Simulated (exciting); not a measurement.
## Er under changes of volume

One of the cells (30.500 Å³/atom); the others are scaled copies at fixed shape and fractional positions:

```
CELL_PARAMETERS angstrom
0.00000 2.47984 2.47984
2.47984 0.00000 2.47984
2.47984 2.47984 0.00000
ATOMIC_POSITIONS crystal
Er 0.00000 0.00000 0.00000
```

This isn't the form of Er at room conditions, which is hcp.

* Program: exciting (release sodium)
* Functional: PBEsol
* Potentials or basis: all-electron LAPW+lo, shipped species files, valence relativity iora*
* rgkmax: 9.5
* k mesh: 9 × 9 × 9
* Occupations: fermi-dirac, width 0.05 eV
* Spin: collinear spin, ferromagnetic start

| volume (Å³/atom) | energy over the lowest point (meV/atom) | moment (μB per cell) |
| --- | --- | --- |
| 28.670 | 7.18 | 2.32 |
| 29.280 | 2.56 | 2.33 |
| 29.890 | 0.00 | 2.33 |
| 30.500 | 0.43 | 2.33 |
| 31.110 | 0.56 | 2.32 |
| 31.720 | 3.16 | 2.32 |
| 32.330 | ? | ? |

What does the run at 32.330 Å³/atom give?

Energy over the lowest point 7.20 meV/atom; moment 2.31 μB per cell.

Worked out: A Birch-Murnaghan fit of order 3 (a polynomial in V^(-2/3)) to the other rows has its minimum at 30.33 Å³/atom with B0 = V·E''(V) = 20 GPa (rough, since the energies scatter). It gives 5.88 meV/atom at 32.330 Å³/atom, against the run's 7.20. A parabola through the other rows of the moment, of slope -0.0198 μB per Å³/atom there, extrapolates to 2.31 μB, against the run's 2.31.

Energies are extrapolated to zero smearing.

Caveats: the magnetic or orbital state may not be the lowest; the free energy is that total less TS from the occupations.
